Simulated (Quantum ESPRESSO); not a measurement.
# Ta (P6_3/mmc) in Quantum ESPRESSO: settings compared

One crystal, Ta, is run at these levels: PBEsol, PBE, LDA; tasks: phonons.

Everything below comes from runs of Quantum ESPRESSO 7.5. Logs are shortened: lines on timing, memory, paths and dates and some standing lists are left out, and cuts for length are marked.

### Step 1. The structure

The structure is hexagonal, space group P6_3/mmc (No. 194). Conventional cell: a = 2.900 Å, b = 2.900 Å, c = 5.166 Å, α = 90.00°, β = 90.00°, γ = 120.00°. Around Ta (site symmetry -6m2) lie 12 Ta at 2.90 to 3.08 Å.

This isn't the form of Ta at room conditions, which is bcc.

### Step 2. Phonons, PBEsol

pw.in reads:

```
&CONTROL
  calculation = 'scf'
  prefix = 'pwscf'
  outdir = './tmp'
  pseudo_dir = './pseudo'
  tprnfor = .true.
  tstress = .true.
  disk_io = 'low'
/
&SYSTEM
  ibrav = 0
  celldm(1) = 8
  nat = 2
  ntyp = 1
  ecutwfc = 58
  nbnd = 20
  occupations = 'smearing'
  smearing = 'mv'
  degauss = 0.00999582
/
&ELECTRONS
  conv_thr = 4d-10
  electron_maxstep = 120
  mixing_beta = 0.5
/
ATOMIC_SPECIES
Ta   180.9479 Ta.upf
CELL_PARAMETERS alat
  0.6851136095909   0.0000000000000   0.0000000000000
 -0.3425568047955   0.5933257903845   0.0000000000000
  0.0000000000000   0.0000000000000   1.2203553680969
ATOMIC_POSITIONS crystal
Ta     0.3333333333    0.6666666667    0.2500000000
Ta     0.6666666667    0.3333333333    0.7500000000
K_POINTS automatic
11 11 5 0 0 0
```

relax.in reads:

```
&CONTROL
  calculation = 'vc-relax'
  prefix = 'pwscf'
  outdir = './tmp'
  pseudo_dir = './pseudo'
  tprnfor = .true.
  tstress = .true.
  disk_io = 'low'
  nstep = 40
  forc_conv_thr = 0.0001
  etot_conv_thr = 1d-06
/
&SYSTEM
  ibrav = 0
  celldm(1) = 8
  nat = 2
  ntyp = 1
  ecutwfc = 58
  nbnd = 20
  occupations = 'smearing'
  smearing = 'mv'
  degauss = 0.00999582
/
&ELECTRONS
  conv_thr = 4d-10
  electron_maxstep = 120
  mixing_beta = 0.5
/
&IONS
  ion_dynamics = 'bfgs'
/
&CELL
  cell_dynamics = 'bfgs'
  press = 0
  press_conv_thr = 0.2
/
ATOMIC_SPECIES
Ta   180.9479 Ta.upf
CELL_PARAMETERS alat
  0.6851136095911   0.0000000000000   0.0000000000000
 -0.3425568047956   0.5933257903843   0.0000000000000
  0.0000000000000   0.0000000000000   1.2203553680969
ATOMIC_POSITIONS crystal
Ta     0.3333333334    0.6666666668    0.2500000000
Ta     0.6666666668    0.3333333334    0.7500000000
K_POINTS automatic
11 11 5 0 0 0
```

scf2.in reads:

```
&CONTROL
  calculation = 'scf'
  prefix = 'pwscf'
  outdir = './tmp'
  pseudo_dir = './pseudo'
  tprnfor = .true.
  tstress = .true.
  disk_io = 'low'
/
&SYSTEM
  ibrav = 0
  celldm(1) = 8
  nat = 2
  ntyp = 1
  ecutwfc = 58
  nbnd = 20
  occupations = 'smearing'
  smearing = 'mv'
  degauss = 0.00999582
/
&ELECTRONS
  conv_thr = 1d-13
  electron_maxstep = 120
  mixing_beta = 0.5
  startingpot = 'file'
  startingwfc = 'file'
/
ATOMIC_SPECIES
Ta   180.9479 Ta.upf
CELL_PARAMETERS alat
  0.6752309994049   0.0000000000000   0.0000000000000
 -0.3376154997025   0.5847671989074   0.0000000000000
  0.0000000000000   0.0000000000000   1.2092440127629
ATOMIC_POSITIONS crystal
Ta     0.3333333335    0.6666666669    0.2500000000
Ta     0.6666666669    0.3333333335    0.7500000000
K_POINTS automatic
11 11 5 0 0 0
```

ph.in reads:

```
phonons of Ta
&INPUTPH
  prefix = 'pwscf'
  outdir = './tmp'
  tr2_ph = 1d-18
  fildyn = 'dyn'
  niter_ph = 90
  alpha_mix(1) = 0.4
/
0.0000000000 0.0000000000 0.0000000000
```

dynmat.in reads:

```
&INPUT
  fildyn = 'dyn'
  asr = 'crystal'
  filout = 'dynmat.disp'
  fileig = 'dynmat.eig'
/
```

Potentials or basis: PseudoDojo 0.4.1 SR PBEsol standard.

On the command line:

```sh
> OMP_NUM_THREADS=1 pw.x -in pw.in > pw.out
> OMP_NUM_THREADS=1 pw.x -in relax.in > relax.out
> OMP_NUM_THREADS=1 pw.x -in scf2.in > scf2.out
> OMP_NUM_THREADS=1 ph.x -in ph.in > ph.out
> OMP_NUM_THREADS=1 dynmat.x -in dynmat.in > dynmat.out
```

pw.out:

```text
This program is part of the open-source Quantum ESPRESSO suite
     for quantum simulation of materials; please cite
[... 9 lines left out ...]
     --------------------
     sticks:   dense  smooth     PW     G-vecs:    dense   smooth      PW
     Sum         475     475    151                15137    15137    2577

     Using Slab Decomposition

     bravais-lattice index     =            0
     lattice parameter (alat)  =       8.0000  a.u.
     unit-cell volume          =     253.9874 (a.u.)^3
     number of atoms/cell      =            2
     number of atomic types    =            1
     number of electrons       =        26.00
     number of Kohn-Sham states=           20
     kinetic-energy cutoff     =      58.0000  Ry
     charge density cutoff     =     232.0000  Ry
     scf convergence threshold =      4.0E-10
     mixing beta               =       0.5000
     number of iterations used =            8  plain     mixing
     Exchange-correlation= PBESOL
                           (   1   4  10   8   0   0   0)

     celldm(1)=   8.000000  celldm(2)=   0.000000  celldm(3)=   0.000000
     celldm(4)=   0.000000  celldm(5)=   0.000000  celldm(6)=   0.000000

     crystal axes: (cart. coord. in units of alat)
               a(1) = (   0.685114   0.000000   0.000000 )
               a(2) = (  -0.342557   0.593326   0.000000 )
               a(3) = (   0.000000   0.000000   1.220355 )

     reciprocal axes: (cart. coord. in units 2 pi/alat)
               b(1) = (  1.459612  0.842707 -0.000000 )
               b(2) = (  0.000000  1.685415  0.000000 )
               b(3) = (  0.000000 -0.000000  0.819433 )

     PseudoPot. # 1 for Ta read from file:
     Ta.upf
     Pseudo is Norm-conserving + core correction, Zval = 13.0
     Generated using ONCVPSP code by D. R. Hamann
     Using radial grid of 1432 points,  8 beta functions with:
                l(1) =   0
                l(2) =   0
                l(3) =   1
                l(4) =   1
                l(5) =   2
                l(6) =   2
                l(7) =   3
                l(8) =   3

     atomic species   valence    mass     pseudopotential
     Ta               13.00   180.94790     Ta( 1.00)

     24 Sym. Ops., with inversion, found (12 have fractional translation)

   Cartesian axes

     site n.     atom                  positions (alat units)
         1        Ta     tau(   1) = (  -0.0000000   0.3955505   0.3050888  )
         2        Ta     tau(   2) = (   0.3425568   0.1977753   0.9152665  )

     number of k points=    48  Marzari-Vanderbilt smearing, width (Ry)=  0.0100
                       cart. coord. in units 2pi/alat
        k(    1) = (   0.0000000   0.0000000   0.0000000), wk =   0.0033058
        k(    2) = (   0.0000000   0.0000000   0.1638867), wk =   0.0066116
        k(    3) = (   0.0000000   0.0000000   0.3277734), wk =   0.0066116
        k(    4) = (   0.0000000   0.1532195   0.0000000), wk =   0.0198347
        k(    5) = (   0.0000000   0.1532195   0.1638867), wk =   0.0396694
        k(    6) = (   0.0000000   0.1532195   0.3277734), wk =   0.0396694
[... 40 lines left out ...]
        k(   47) = (   0.3980760   0.8427073   0.1638867), wk =   0.0396694
        k(   48) = (   0.3980760   0.8427073   0.3277734), wk =   0.0396694

     Dense  grid:    15137 G-vectors     FFT dimensions: (  27,  27,  48)

     Initial potential from superposition of free atoms

     starting charge      25.9983, renormalised to      26.0000
     Starting wfcs are   20 randomized atomic wfcs

     Self-consistent Calculation

     iteration #  1     ecut=    58.00 Ry     beta= 0.50
     Davidson diagonalization with overlap
     ethr =  1.00E-02,  avg # of iterations =  3.0

     Threshold (ethr) on eigenvalues was too large:
     Diagonalizing with lowered threshold

     Davidson diagonalization with overlap
     ethr =  1.76E-04,  avg # of iterations =  2.9

     total energy              =    -260.27863734 Ry
     estimated scf accuracy    <       0.05201612 Ry

     iteration #  2     ecut=    58.00 Ry     beta= 0.50
     Davidson diagonalization with overlap
     ethr =  2.00E-04,  avg # of iterations =  2.0

     total energy              =    -260.28147858 Ry
     estimated scf accuracy    <       0.00473564 Ry

     iteration #  3     ecut=    58.00 Ry     beta= 0.50
     Davidson diagonalization with overlap
     ethr =  1.82E-05,  avg # of iterations =  2.7

     total energy              =    -260.28203227 Ry
     estimated scf accuracy    <       0.00025199 Ry

     iteration #  4     ecut=    58.00 Ry     beta= 0.50
     Davidson diagonalization with overlap
     ethr =  9.69E-07,  avg # of iterations =  2.8

     total energy              =    -260.28205094 Ry
     estimated scf accuracy    <       0.00000672 Ry

     iteration #  5     ecut=    58.00 Ry     beta= 0.50
     Davidson diagonalization with overlap
     ethr =  2.58E-08,  avg # of iterations =  2.5

     total energy              =    -260.28205291 Ry
     estimated scf accuracy    <       0.00000156 Ry

     iteration #  6     ecut=    58.00 Ry     beta= 0.50
     Davidson diagonalization with overlap
     ethr =  5.99E-09,  avg # of iterations =  2.0

     total energy              =    -260.28205325 Ry
     estimated scf accuracy    <       0.00000003 Ry

     iteration #  7     ecut=    58.00 Ry     beta= 0.50
     Davidson diagonalization with overlap
     ethr =  9.79E-11,  avg # of iterations =  2.0

     total energy              =    -260.28205325 Ry
     estimated scf accuracy    <          9.6E-10 Ry

     iteration #  8     ecut=    58.00 Ry     beta= 0.50
     Davidson diagonalization with overlap
     ethr =  3.70E-12,  avg # of iterations =  2.1

     End of self-consistent calculation

          k = 0.0000 0.0000 0.0000 (  1919 PWs)   bands (ev):

   -49.7905 -49.7318 -16.6999 -15.8851 -15.7677 -15.7677 -15.6857 -15.6857
     9.6366  12.9106  17.2479  17.6967  18.4033  18.4033  18.9647  18.9647
    20.7647  20.7647  22.9229  22.9229

          k = 0.0000 0.0000 0.1639 (  1908 PWs)   bands (ev):

   -49.7849 -49.7374 -16.6260 -15.9673 -15.7599 -15.7599 -15.6935 -15.6935
     9.9784  12.7209  17.0778  17.2095  18.3654  18.3654  18.8297  18.8297
    21.0895  21.0895  22.8649  22.8649

          k = 0.0000 0.0000 0.3278 (  1920 PWs)   bands (ev):

   -49.7703 -49.7522 -16.4291 -16.1777 -15.7395 -15.7395 -15.7141 -15.7141
    10.8918  11.9989  16.6668  16.7409  18.3822  18.3822  18.5636  18.5636
    21.8219  21.8219  22.5208  22.5208

          k = 0.0000 0.1532 0.0000 (  1927 PWs)   bands (ev):

   -49.7828 -49.7262 -16.6736 -15.8882 -15.8523 -15.7907 -15.7719 -15.7013
     9.9499  13.2480  17.2751  17.3154  18.2225  18.6679  18.7045  19.2594
    20.2766  20.5027  23.0474  23.5636

          k = 0.0000 0.1532 0.1639 (  1912 PWs)   bands (ev):

   -49.7774 -49.7316 -16.6039 -15.9744 -15.8428 -15.7822 -15.7724 -15.7099
    10.2849  13.0549  16.8778  17.1539  18.0543  18.6178  18.6487  19.1091
    20.7260  20.8766  22.9364  23.2239

          k = 0.0000 0.1532 0.3278 (  1903 PWs)   bands (ev):

   -49.7633 -49.7458 -16.4177 -16.1789 -15.8186 -15.7902 -15.7599 -15.7323
    11.1876  12.3065  16.5101  16.7541  18.0565  18.3350  18.6498  18.8316
    21.6542  21.6846  22.4802  22.5707

          k = 0.0000 0.3064 0.0000 (  1909 PWs)   bands (ev):

   -49.7618 -49.7113 -16.6000 -16.0769 -15.9961 -15.8993 -15.8505 -15.7442
    10.8138  14.0945  16.4756  16.9685  17.7983  18.6902  19.3587  19.5833
    19.9418  20.1139  23.2398  24.8603

          k = 0.0000 0.3064 0.1639 (  1901 PWs)   bands (ev):

   -49.7570 -49.7162 -16.5449 -16.0730 -16.0437 -15.9153 -15.8405 -15.7545
    11.1189  13.8936  16.1689  17.0664  17.5339  18.2881  19.3902  19.8573
    20.1542  20.5693  23.0242  23.9075

          k = 0.0000 0.3064 0.3278 (  1900 PWs)   bands (ev):

   -49.7444 -49.7288 -16.3988 -16.2143 -16.0126 -15.9588 -15.8140 -15.7812
    11.9588  13.0698  16.1568  16.7173  17.4464  17.9063  19.3623  19.5706
    21.3739  21.4579  22.3760  22.6837

          k = 0.0000 0.4597 0.0000 (  1892 PWs)   bands (ev):

   -49.7336 -49.6924 -16.4934 -16.3652 -16.2757 -15.9262 -15.9234 -15.8015
    11.9958  14.6650  15.5958  16.8871  17.3056  18.4746  19.3667  19.7670
    20.9573  21.4267  23.3363  25.7132

          k = 0.0000 0.4597 0.1639 (  1893 PWs)   bands (ev):

   -49.7296 -49.6964 -16.4961 -16.3312 -16.2787 -15.9529 -15.9144 -15.8136
    12.2119  14.4887  15.5142  16.8512  17.1896  18.2972  19.5260  20.2638
    20.9493  21.3895  23.0659  24.4348

          k = 0.0000 0.4597 0.3278 (  1900 PWs)   bands (ev):

   -49.7194 -49.7067 -16.4641 -16.3932 -16.1647 -16.0392 -15.8835 -15.8449
    12.8295  13.7183  15.8054  16.3751  17.4396  17.8961  19.9589  20.5281
    21.3490  21.7691  22.4322  22.8319
[... 171 lines left out ...]
   -49.6784 -49.6663 -16.6934 -16.6111 -16.2507 -16.1539 -16.1074 -16.0070
    14.2012  15.0489  15.4829  16.1396  17.3941  17.9535  18.9750  21.4552
    21.8184  23.3160  25.5862  26.2397

          k = 0.2654 0.7661 0.3278 (  1895 PWs)   bands (ev):

   -49.6747 -49.6700 -16.6987 -16.6675 -16.2266 -16.1777 -16.0481 -15.9996
    14.1557  14.5860  15.8667  16.3599  17.1599  17.9359  19.5797  20.2412
    22.4607  23.4811  25.5128  25.9959

          k = 0.3981 0.6895 0.0000 (  1895 PWs)   bands (ev):

   -49.6783 -49.6644 -16.5973 -16.5305 -16.2797 -16.2307 -16.1838 -16.0392
    14.9206  15.0859  15.8551  16.0642  17.2201  17.7817  18.5069  20.9728
    22.0603  22.4799  25.7548  26.0548

          k = 0.3981 0.6895 0.1639 (  1886 PWs)   bands (ev):

   -49.6770 -49.6658 -16.6027 -16.5666 -16.2975 -16.2360 -16.1381 -16.0171
    14.8747  14.9573  15.8682  16.3121  17.3202  17.3887  18.5732  21.1354
    21.3823  23.1849  25.8773  25.9511

          k = 0.3981 0.6895 0.3278 (  1893 PWs)   bands (ev):

   -49.6735 -49.6692 -16.6157 -16.6099 -16.3009 -16.2699 -16.0510 -16.0052
    14.7780  14.7805  16.1068  16.5986  16.9126  17.3771  18.8773  19.7731
    22.4100  23.5756  26.0141  26.0275

          k = 0.3981 0.8427 0.0000 (  1900 PWs)   bands (ev):

   -49.6699 -49.6640 -16.5904 -16.4862 -16.3814 -16.2641 -16.1679 -16.0864
    14.9202  15.5264  15.8054  16.3259  17.3154  17.3273  18.8041  21.5983
    21.9001  22.1875  25.0845  25.3067

          k = 0.3981 0.8427 0.1639 (  1893 PWs)   bands (ev):

   -49.6694 -49.6645 -16.5933 -16.5207 -16.4029 -16.2913 -16.1127 -16.0516
    14.8971  15.7076  15.8702  15.9278  17.1926  17.3938  18.9024  21.0689
    21.9733  22.6946  25.2509  25.4726

          k = 0.3981 0.8427 0.3278 (  1890 PWs)   bands (ev):

   -49.6679 -49.6660 -16.5990 -16.5763 -16.3937 -16.3447 -16.0373 -16.0154
    14.9416  15.2816  16.0873  16.0933  17.0618  17.2886  19.1593  19.8310
    22.7312  23.1377  26.1778  26.3177

     the Fermi energy is    17.8396 ev

!    total energy              =    -260.28205325 Ry
     estimated scf accuracy    <          7.4E-11 Ry
     smearing contrib. (-TS)   =      -0.00040151 Ry
     internal energy E=F+TS    =    -260.28165175 Ry

     The total energy is F=E-TS. E is the sum of the following terms:
     one-electron contribution =     -38.19662784 Ry
     hartree contribution      =      30.62662199 Ry
     xc contribution           =     -58.71836234 Ry
     ewald contribution        =    -193.99328356 Ry

     convergence has been achieved in   8 iterations

     Forces acting on atoms (cartesian axes, Ry/au):

     atom    1 type  1   force =     0.00000000    0.00000000    0.00000000
     atom    2 type  1   force =    -0.00000000   -0.00000000    0.00000000

     Total force =     0.000000     Total SCF correction =     0.000000

     Computing stress (Cartesian axis) and pressure

          total   stress  (Ry/bohr**3)                   (kbar)     P=      -72.86
  -0.00054490  -0.00000000   0.00000000          -80.16       -0.00        0.00
  -0.00000000  -0.00054490   0.00000000           -0.00      -80.16        0.00
   0.00000000   0.00000000  -0.00039606            0.00        0.00      -58.26

=------------------------------------------------------------------------------=
   JOB DONE.
=------------------------------------------------------------------------------=
```

It took 12 min on 1 thread of Intel Xeon Platinum 8259CL at 2.50GHz (Skylake/Cascade Lake), shared host; peak memory 0.08 GiB.

Results:

| Quantity | Value |
| --- | --- |
| Free energy | -3541.3517 eV |
| Relaxed volume | 18.11 Å³/atom |
| Relaxed cell | a = 2.859 Å, b = 2.859 Å, c = 5.119 Å, α = 90.00°, β = 90.00°, γ = 120.00° |
| Space group after relaxing (to 0.05 Å) | P6_3/mmc (No. 194) |
| Pressure after relaxing | 0.0 GPa |
| Band gap on the k mesh | none (metal or under the smearing width) |
| Highest phonon frequency at Γ | 189 cm⁻¹ |
| Most unstable mode | 63i cm⁻¹ |

Step by step:
```tsv
step	energy change (eV)	largest force (eV/Å)	pressure (GPa)	volume (Å³)
1	0.0000	0.0000	-7.29	37.64
2	-0.0340	0.0000	-0.19	36.26
3	-0.0340	0.0000	0.03	36.22
4	-0.0341	0.0000	0.04	36.22
5	-0.0341	0.0000	0.01	36.23
```

Final structure:
```yaml
crystal:
  lattice:
    - [2.85853, 0.00000, 0.00000]
    - [-1.42927, 2.47556, 0.00000]
    - [0.00000, 0.00000, 5.11923]
  atoms:
    - { symbol: Ta, position: [0.33333, 0.66667, 0.25000] }
    - { symbol: Ta, position: [0.66667, 0.33333, 0.75000] }
```

Levels at points of the mesh, in eV from the Fermi level:
| k point | band 10 | band 11 | band 12 | band 13 | band 14 | band 15 | band 16 | band 17 |
| --- | --- | --- | --- | --- | --- | --- | --- | --- |
| (0.00, 0.00, 0.00) | -5.08 | -0.70 | -0.08 | 0.57 | 0.57 | 1.15 | 1.15 | 3.09 |

Phonon frequencies in cm⁻¹ (negative: imaginary):
```
              q point           frequencies
(0.000, 0.000, 0.000)  -63 -63 -4 -4 -4 189
```

Optical modes at Γ, degenerate ones joined:
```csv
cm⁻¹,components,symmetry,active in
63i,2,E2g,Raman
190,1,B1g,silent
```

Caveat: the mesh is thin for the phonons of a metal; some modes are imaginary.

[end of part 1 of 3]
